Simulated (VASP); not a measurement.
# Sr (P6_3/mmc) in VASP: further runs

Runs on Sr. Level: PBE. Tasks: single point.

All numbers are computed with VASP 6.6.1; they aren't measurements. Logs are shortened: lines on timing, memory, paths and dates and some standing lists are left out, and cuts for length are marked.

### 1 The crystal as given

Symmetry: P6_3/mmc, No. 194, hexagonal system. The conventional cell has a = 4.310 Å, b = 4.310 Å, c = 7.050 Å, α = 90.00°, β = 90.00°, γ = 120.00°. Around Sr (site symmetry -6m2) lie 12 Sr at 4.31 Å.

This isn't the form of Sr at room conditions, which is fcc.

### 2 Single point, PBE

Contents of INCAR:

```
SYSTEM = Sr
  ADDGRID = .False.
  ALGO = Normal
  EDIFF = 1E-6
  ENCUT = 400
  GGA = PE
  ISIF = 2
  ISMEAR = 0
  LASPH = .True.
  LCHARG = .False.
  LREAL = .False.
  LWAVE = .False.
  NBANDS = 17
  NELM = 100
  PREC = Accurate
  SIGMA = 0.15
```

Contents of KPOINTS:

```
k-points
0
Gamma
  12 12 7
  0 0 0
```

Contents of POSCAR:

```
Sr
1.0
    4.3100000000      0.0000000000      0.0000000000
   -2.1550000000      3.7325694903      0.0000000000
    0.0000000000      0.0000000000      7.0500000000
Sr
2
Direct
    0.6432960000      0.3178180000      0.7464440000
    0.3199860000      0.6535770000      0.2508690000
```

Potentials or basis: VASP PAW PBE potentials, release 64 (Sr_sv).

Command:

```
cat potpaw_PBE.64/Sr_sv/POTCAR > POTCAR
mpirun -np 1 vasp_std > vasp.out
```

OUTCAR:

```text
SYSTEM = Sr
   EDIFF = 1E-6
   ENCUT = 400
   GGA = PE
   ISIF = 2
   ISMEAR = 0
   LASPH = .True.
   LREAL = .False.
   NELM = 100
   PREC = Accurate

 Found    506 irreducible k-points:

 Following reciprocal coordinates:
            Coordinates               Weight
  0.000000  0.000000  0.000000      1.000000
  0.083333  0.000000  0.000000      2.000000
  0.000000  0.083333  0.000000      2.000000
 -0.083333  0.083333  0.000000      2.000000
  0.166667  0.000000  0.000000      2.000000
  0.000000  0.166667  0.000000      2.000000
   k-points           NKPTS =    506   k-points in BZ     NKDIM =    506   number of bands    NBANDS=     17
   number of dos      NEDOS =    301   number of ions     NIONS =      2
   total plane-waves  NPLWV =  37632
   dimension x,y,z NGX =    28 NGY =   28 NGZ =   48
   dimension x,y,z NGXF=    56 NGYF=   56 NGZF=   96
   ions per type =               2
   NGX,Y,Z   is equivalent  to a cutoff of  10.80, 10.80, 11.32 a.u.
   NGXF,Y,Z  is equivalent  to a cutoff of  21.60, 21.60, 22.64 a.u.
 SYSTEM =  Sr
   PREC   = accura    normal or accurate (medium, high low for compatibility)
   ISTART =      0    job   : 0-new  1-cont  2-samecut
   ICHARG =      2    charge: 1-file 2-atom 10-const
   ISPIN  =      1    spin polarized calculation?
   LNONCOLLINEAR =      F non collinear calculations
   LSORBIT =      F    spin-orbit coupling
   LASPH  =      T    aspherical Exc in radial PAW
   ENCUT  =  400.0 eV  29.40 Ry    5.42 a.u.   7.03  7.03 11.50*2*pi/ulx,y,z
   NELM   =    100;   NELMIN=  2; NELMDL= -5     # of ELM steps
   EDIFF  = 0.1E-05   stopping-criterion for ELM
   LREAL  =      F    real-space projection
   EDIFFG = 0.1E-04   stopping-criterion for IOM
   NSW    =      0    number of steps for IOM
   IBRION =     -1    ionic relax: 0-MD 1-quasi-New 2-CG
   NFREE  =      0    steps in history (QN), initial steepest desc. (CG)
   ISIF   =      2    stress and relaxation
   ISYM   =      2    0-nonsym 1-usesym 2-fastsym
   POTIM  = 0.5000    time-step for ionic-motion
   TEBEG  =    0.0;   TEEND  =   0.0 temperature during run
   PSTRESS=    0.0 pullay stress
   NELECT =      20.0000    total number of electrons
   NUPDOWN=      -1.0000    fix difference up-down
   EMIN   =  10.00;   EMAX   =-10.00  energy-range for DOS
   EFERMI =   0.00;   METHOD = LEGACY
   ISMEAR =     0;   SIGMA  =   0.15  broadening in eV -4-tet -1-fermi 0-gaus
   EFERMI_NEDOS =   21; number of points for ismear=-14 and -15
   IALGO  =     38    algorithm
   IMIX   =      4    mixing-type and parameters
     AMIX     =   0.40;   BMIX     =  1.00
     AMIX_MAG =   1.60;   BMIX_MAG =  1.00
  volume/ion in A,a.u.               =      56.71       382.68
  Fermi-wavevector in a.u.,A,eV,Ry     =   0.918037  1.734838 11.466874  0.842791
  Thomas-Fermi vector in A             =   2.043073
   LORBIT       =      0    0 simple, 1 ext, 2 COOP (PROOUT), +10 PAW based schemes
   GGA     = PE    functional components
   LHFCALC =     F    Hartree Fock is set to
   AEXX    =    0.0000 exact exchange contribution
   IVDW    =     0    specifies the selected vdW correction
   LEPSILON=     F    determine dielectric tensor
   LRPA    =     F    only Hartree local field effects (RPA)
 non-spin polarized calculation
 Gauss-broadening in eV      SIGMA  =   0.15
  energy-cutoff  :      400.00
  volume of cell :      113.42
 maximum number of plane-waves:      2076
   NGX = 15   NGY = 15   NGZ = 23

 number of electron      20.0000000 magnetization

 Free energy of the ion-electron system (eV)
  ---------------------------------------------------
  ext. energy  EPLUGINS =         0.00000000
  ---------------------------------------------------
  free energy    TOTEN  =        -3.27768031 eV

  energy without entropy =       -3.24989245  energy(sigma->0) =       -3.26378638

 E-fermi :   1.4958     XC(G=0):  -7.2585

 val. band max:        1.4955967120   @ k =  -0.0833   0.0833   0.0000
 cond. band min:       1.4968953410   @ k =   0.2500   0.0833   0.0000
 fundamental gap:      0.0012986290
 Fermi energy:         1.4957726123

 k-point     1 :       0.0000    0.0000    0.0000
  band No.  band energies     occupation
      1     -35.1943      2.00000
      2     -35.1824      2.00000
      3     -17.2573      2.00000
      4     -17.1124      2.00000
      5     -17.1093      2.00000
      6     -17.0867      2.00000
[... 9 lines left out ...]
     16       4.1599      0.00000
     17       4.6208      0.00000

 k-point     2 :       0.0833    0.0000    0.0000
  band No.  band energies     occupation
      1     -35.1936      2.00000
      2     -35.1820      2.00000
      3     -17.2535      2.00000
      4     -17.1184      2.00000
      5     -17.1150      2.00000
      6     -17.0959      2.00000
[... 9 lines left out ...]
     16       4.2496      0.00000
     17       4.5067      0.00000

 k-point     3 :       0.0000    0.0833    0.0000
  band No.  band energies     occupation
      1     -35.1936      2.00000
      2     -35.1821      2.00000
      3     -17.2534      2.00000
      4     -17.1204      2.00000
      5     -17.1130      2.00000
      6     -17.0960      2.00000
[... 9 lines left out ...]
     16       4.2344      0.00000
     17       4.5001      0.00000

 k-point     4 :      -0.0833    0.0833    0.0000
  band No.  band energies     occupation
      1     -35.1936      2.00000
      2     -35.1821      2.00000
      3     -17.2534      2.00000
      4     -17.1210      2.00000
      5     -17.1124      2.00000
      6     -17.0960      2.00000
[... 9 lines left out ...]
     16       4.2259      0.00000
     17       4.4449      0.00000

 k-point     5 :       0.1667    0.0000    0.0000
  band No.  band energies     occupation
      1     -35.1916      2.00000
      2     -35.1811      2.00000
      3     -17.2427      2.00000
      4     -17.1431      2.00000
      5     -17.1225      2.00000
      6     -17.1208      2.00000
[... 9 lines left out ...]
     16       4.2007      0.00000
     17       4.2818      0.00000

 k-point     6 :       0.0000    0.1667    0.0000
  band No.  band energies     occupation
      1     -35.1916      2.00000
      2     -35.1811      2.00000
      3     -17.2423      2.00000
      4     -17.1447      2.00000
      5     -17.1216      2.00000
      6     -17.1204      2.00000
[... 9 lines left out ...]
     16       4.2085      0.00000
     17       4.3057      0.00000

 [... further k-points ...]

------------------------ aborting loop because EDIFF is reached ----------------------------------------

  FORCE on cell =-STRESS in cart. coord.  units (eV):
  Direction    XX          YY          ZZ          XY          YZ          ZX
  --------------------------------------------------------------------------------------
  -------------------------------------------------------------------------------------
  Total       -0.2366797     -0.2212382     -0.1781747     -0.0318451      0.0003481      0.0016298
  in kB       -3.3434687     -3.1253338     -2.5169951     -0.4498617      0.0049181      0.0230238
  external PRESSURE =      -2.9952659 kB  Pullay stress =       0.0000000 kB

 VOLUME and BASIS-vectors are now :
 -----------------------------------------------------------------------------
  energy-cutoff  :      400.00
  volume of cell :      113.42
      direct lattice vectors                 reciprocal lattice vectors
     4.310000000  0.000000000  0.000000000     0.232018561  0.133955979  0.000000000
    -2.155000000  3.732569490  0.000000000     0.000000000  0.267911958  0.000000000
     0.000000000  0.000000000  7.050000000     0.000000000  0.000000000  0.141843972

 POSITION                                       TOTAL-FORCE (eV/Angst)
 -----------------------------------------------------------------------------------
      2.08771      1.18628      5.26243         0.010833      0.002207      0.040121
     -0.02932      2.43952      1.76863        -0.010833     -0.002207     -0.040121
 -----------------------------------------------------------------------------------
    total drift:                                0.000002     -0.000003     -0.000001

  FREE ENERGIE OF THE ION-ELECTRON SYSTEM (eV)
  ---------------------------------------------------
  free  energy   TOTEN  =        -3.2776803096 eV

  energy  without entropy=       -3.2498924453  energy(sigma->0) =       -3.26378638
```

It took 2.9 min on 1 thread of Intel Xeon 6975P-C (Granite Rapids), shared host; peak memory 0.61 GiB.

These settings aren't checked as converged: the numbers below hold their error.

Results:

| Property | Result |
| --- | --- |
| Free energy | -3.2777 eV |
| Pressure | -0.3 GPa |
| Largest force | 0.042 eV/Å |
| Band gap on the k mesh | none (metal or under the smearing width) |

### 3 Single point, PBE

Changes to INCAR since step 2:

```diff
@@ -4,3 +4,3 @@
   EDIFF = 1E-6
-  ENCUT = 400
+  ENCUT = 600
   GGA = PE
```

Contents of KPOINTS:

```
k-points
0
Gamma
  10 10 6
  0 0 0
```

Contents of POSCAR:

```
Sr
1.0
    4.3100000000      0.0000000000      0.0000000000
   -2.1550000000      3.7325694903      0.0000000000
    0.0000000000      0.0000000000      7.0500000000
Sr
2
Direct
    0.6666666667      0.3333333333      0.7500000000
    0.3333333333      0.6666666667      0.2500000000
```

Potentials or basis: VASP PAW PBE potentials, release 64 (Sr_sv).

Command:

```
cat potpaw_PBE.64/Sr_sv/POTCAR > POTCAR
mpirun -np 1 vasp_std > vasp.out
```

It took 38 s on 1 thread of Intel Xeon 6975P-C (Granite Rapids), shared host; peak memory 0.31 GiB.

The run converged, but some of its settings lie outside the range that counts as converged, so its numbers aren't taken as properties of the crystal.

What came out:

```
Free energy            : -3.2803 eV
Pressure               : -0.3 GPa
Band gap on the k mesh : none (metal or under the smearing width)
```

### 4 Single point, PBE

INCAR is that of step 3.

KPOINTS is that of step 3.

Contents of POSCAR:

```
Sr
1.0
    4.3100000000      0.0000000000      0.0000000000
   -2.1550000000      3.7325694903      0.0000000000
    0.0000000000      0.0000000000      7.0500000000
Sr
2
Direct
    0.6432960000      0.3178180000      0.7464440000
    0.3199860000      0.6535770000      0.2508690000
```

Command:

```
cat potpaw_PBE.64/Sr_sv/POTCAR > POTCAR
mpirun -np 1 vasp_std > vasp.out
```

Run time: 3.2 min. Hardware: 1 thread of Intel Xeon 6975P-C (Granite Rapids), shared host; peak memory 0.71 GiB.

These settings aren't checked as converged: the numbers below hold their error.

Results:

| Property | Result |
| --- | --- |
| Free energy | -3.2795 eV |
| Pressure | -0.3 GPa |
| Largest force | 0.042 eV/Å |
| Band gap on the k mesh | none (metal or under the smearing width) |

### 5 Single point, PBE

Changes to INCAR since step 4:

```diff
@@ -4,3 +4,3 @@
   EDIFF = 1E-6
-  ENCUT = 600
+  ENCUT = 500
   GGA = PE
```

Contents of KPOINTS:

```
k-points
0
Gamma
  12 12 7
  0 0 0
```

Contents of POSCAR:

```
Sr
1.0
    4.3100000000      0.0000000000      0.0000000000
   -2.1550000000      3.7325694903      0.0000000000
    0.0000000000      0.0000000000      7.0500000000
Sr
2
Direct
    0.6666666667      0.3333333333      0.7500000000
    0.3333333333      0.6666666667      0.2500000000
```

Potentials or basis: VASP PAW PBE potentials, release 64 (Sr_sv).

Command:

```
cat potpaw_PBE.64/Sr_sv/POTCAR > POTCAR
mpirun -np 1 vasp_std > vasp.out
```

OUTCAR:

```text
SYSTEM = Sr
   EDIFF = 1E-6
   ENCUT = 500
   GGA = PE
   ISIF = 2
   ISMEAR = 0
   LASPH = .True.
   LREAL = .False.
   NELM = 100
   PREC = Accurate

 Found     76 irreducible k-points:

 Following reciprocal coordinates:
            Coordinates               Weight
  0.000000  0.000000  0.000000      1.000000
  0.083333  0.000000  0.000000      6.000000
  0.166667  0.000000  0.000000      6.000000
  0.250000  0.000000  0.000000      6.000000
  0.333333  0.000000  0.000000      6.000000
[... 198 lines left out ...]
------------------------ aborting loop because EDIFF is reached ----------------------------------------

  FORCE on cell =-STRESS in cart. coord.  units (eV):
  Direction    XX          YY          ZZ          XY          YZ          ZX
  --------------------------------------------------------------------------------------
  -------------------------------------------------------------------------------------
  Total       -0.2171105     -0.2171105     -0.1694490     -0.0000000      0.0000000      0.0000000
  in kB       -3.0670235     -3.0670235     -2.3937309     -0.0000000      0.0000000      0.0000000
  external PRESSURE =      -2.8425927 kB  Pullay stress =       0.0000000 kB

 VOLUME and BASIS-vectors are now :
 -----------------------------------------------------------------------------
  energy-cutoff  :      500.00
  volume of cell :      113.42
      direct lattice vectors                 reciprocal lattice vectors
     4.310000000  0.000000000  0.000000000     0.232018561  0.133955979  0.000000000
    -2.155000000  3.732569490  0.000000000     0.000000000  0.267911958  0.000000000
     0.000000000  0.000000000  7.050000000     0.000000000  0.000000000  0.141843972

 POSITION                                       TOTAL-FORCE (eV/Angst)
 -----------------------------------------------------------------------------------
      2.15500      1.24419      5.28750        -0.000000     -0.000000      0.000000
     -0.00000      2.48838      1.76250         0.000000      0.000000      0.000000
 -----------------------------------------------------------------------------------
    total drift:                                0.000000     -0.000000      0.000000

  FREE ENERGIE OF THE ION-ELECTRON SYSTEM (eV)
  ---------------------------------------------------
  free  energy   TOTEN  =        -3.2801435454 eV

  energy  without entropy=       -3.2523191682  energy(sigma->0) =       -3.26623136
```

OSZICAR:

```text
N       E                     dE             d eps       ncg     rms          rms(c)
DAV:   1     0.101431620891E+03    0.10143E+03   -0.91630E+03  2584   0.953E+02
DAV:   2     0.516731657363E+01   -0.96264E+02   -0.94840E+02  3273   0.221E+02
DAV:   3    -0.307896049204E+01   -0.82463E+01   -0.82234E+01  4719   0.450E+01
DAV:   4    -0.327021185637E+01   -0.19125E+00   -0.19105E+00  3523   0.625E+00
DAV:   5    -0.327466579357E+01   -0.44539E-02   -0.44532E-02  4245   0.740E-01    0.156E+01
DAV:   6    -0.327767653534E+01   -0.30107E-02   -0.13871E-02  3421   0.120E+00    0.883E+00
DAV:   7    -0.327997908809E+01   -0.23026E-02   -0.23957E-02  3136   0.157E+00    0.432E-01
DAV:   8    -0.328005731645E+01   -0.78228E-04   -0.31995E-03  4143   0.280E-01    0.141E-01
DAV:   9    -0.328011355153E+01   -0.56235E-04   -0.12704E-04  3685   0.593E-02    0.458E-02
DAV:  10    -0.328014587174E+01   -0.32320E-04   -0.18016E-05  3421   0.324E-02    0.225E-02
DAV:  11    -0.328014444371E+01    0.14280E-05   -0.77632E-07  2873   0.648E-03    0.406E-03
DAV:  12    -0.328014354543E+01    0.89828E-06   -0.45311E-07  2256   0.445E-03
   1 F= -.32801435E+01 E0= -.32662314E+01  d E =-.278244E-01
```

stdout:

```text
POSCAR found type information on POSCAR Sr
 POSCAR found :  1 types and       2 ions
 scaLAPACK will be used
 LDA part: xc-table for (Slater+PW92), standard interpolation
 POSCAR, INCAR and KPOINTS ok, starting setup
 FFT: planning ... GRIDC
 FFT: planning ... GRID_SOFT
 FFT: planning ... GRID
 WAVECAR not read
 entering main loop
```

Wall time 39 s (1 thread of Intel Xeon 6975P-C (Granite Rapids), shared host); peak memory 0.29 GiB.

These settings aren't checked as converged: the numbers below hold their error.

Results:

```
Free energy            : -3.2801 eV
Pressure               : -0.3 GPa
Band gap on the k mesh : none (metal or under the smearing width)
```

### 6 Single point, PBE

INCAR is that of step 5.

KPOINTS is that of step 5.

Contents of POSCAR:

```
Sr
1.0
    4.3100000000      0.0000000000      0.0000000000
   -2.1550000000      3.7325694903      0.0000000000
    0.0000000000      0.0000000000      7.0500000000
Sr
2
Direct
    0.6432960000      0.3178180000      0.7464440000
    0.3199860000      0.6535770000      0.2508690000
```

Potentials or basis: VASP PAW PBE potentials, release 64 (Sr_sv).

Command:

```
cat potpaw_PBE.64/Sr_sv/POTCAR > POTCAR
mpirun -np 1 vasp_std > vasp.out
```

Run time: 4.1 min. Hardware: 1 thread of Intel Xeon 6975P-C (Granite Rapids), shared host; peak memory 0.82 GiB.

The run converged, but some of its settings lie outside the range that counts as converged, so its numbers aren't taken as properties of the crystal.

Results:

```yaml
Free_energy: -3.2793 eV
Pressure: -0.3 GPa
Largest_force: 0.042 eV/Å
Band_gap_on_the_k_mesh: none (metal or under the smearing width)
```

### 7 The reference run

An earlier run on the cell as given: functional PBE; potentials or basis VASP PAW PBE potentials, release 64 (Sr_sv); cutoff 520 eV; k mesh 7 × 7 × 4; occupations fermi-dirac, width 0.05 eV; no spin polarisation.

- Pressure: -0.3 GPa
- Band gap on the k mesh: none (metal or under the smearing width)
